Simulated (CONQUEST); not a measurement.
Set up this calculation in CONQUEST 1.3, as the native input.

```
Task                : single point
Functional          : PBE
Potentials or basis : PseudoDojo NC PBE, DZP, multi-site functions of range 8 bohr, grid cutoff 150 Ha
k mesh              : 8 × 6 × 6
Occupations         : fermi-dirac, width 0.05 eV
Spin                : no spin polarisation
Solver              : diagonalisation
SCF tolerance       : 1e-06
```

The system is SnO2 (Cassiterite).

```
CELL_PARAMETERS angstrom
3.18650 0.00000 0.00000
0.00000 4.73800 0.00000
0.00000 0.00000 4.73800
ATOMIC_POSITIONS crystal
Sn 0.49746 0.50951 0.49864
Sn 0.99823 0.00615 0.00976
O 0.50555 0.19471 0.19258
O 0.00342 0.69922 0.30269
O 0.50986 0.81229 0.79193
O 0.98763 0.30649 0.69155
```

The cell isn't the ideal one: atoms moved at random, drawn with an rms of 0.05 Å.

The input as run:

Conquest_input

```
IO.Title SnO2
IO.Coordinates coords.dat
IO.FractionalAtomicCoords T
IO.Iprint 2
IO.Iprint_init 1
General.NumberOfSpecies 2
General.PseudopotentialType hamann
AtomMove.TypeOfRun static
AtomMove.FullStress T
Grid.GridCutoff 150
DM.SolutionMethod diagon
Diag.MPMesh T
Diag.GammaCentred T
Diag.MPMeshX 8
Diag.MPMeshY 6
Diag.MPMeshZ 6
Diag.kT 0.00183747
minE.SCTolerance 1e-6
Basis.MultisiteSF T
Multisite.LFD T
Multisite.Smear T
SC.MaxIters 100
IO.AtomChargeOutput T
%block ChemicalSpeciesLabel
1 118.710 Sn
2 16.000 O
%endblock
%block Sn
Atom.NumberOfSupports 9
Atom.MultisiteRange 8
Atom.LFDRange 8
%endblock
%block O
Atom.NumberOfSupports 4
Atom.MultisiteRange 8
Atom.LFDRange 8
%endblock
```

coords.dat

```
    6.0216122961     0.0000000000     0.0000000000
    0.0000000000     8.9535223785     0.0000000000
    0.0000000000     0.0000000000     8.9535223785
6
  0.4974570000   0.5095060000   0.4986440000 1 T T T
  0.9982250000   0.0061470000   0.0097630000 1 T T T
  0.5055470000   0.1947060000   0.1925760000 2 T T T
  0.0034190000   0.6992190000   0.3026870000 2 T T T
  0.5098610000   0.8122900000   0.7919310000 2 T T T
  0.9876300000   0.3064930000   0.6915480000 2 T T T
```

Potentials or basis: PseudoDojo NC PBE, DZP, multi-site functions of range 8 bohr, grid cutoff 150 Ha.

Run with:

```sh
$ Conquest
```

Results of the run:

* Pressure: 17.9 GPa
* Largest force: 1.929 eV/Å
* Band gap on the k mesh: 0.93 eV, direct
* Mulliken charges: Sn +2.17, +2.24; O -1.14, -1.08, -1.06, -1.12 e

Caveat: Mulliken charges move with the basis; multi-site functions contract the basis, which raises the energy a little and makes forces and stress less exact; spin-orbit coupling is left out, which moves the levels of the heavy elements; the basis of atomic orbitals isn't converged, which shifts pressures, moduli and gaps.

Wall time 3.3 min on 1 thread of Intel(R) Xeon(R) Platinum 8488C (Sapphire Rapids) (shared host), peak memory 1.1 GiB.
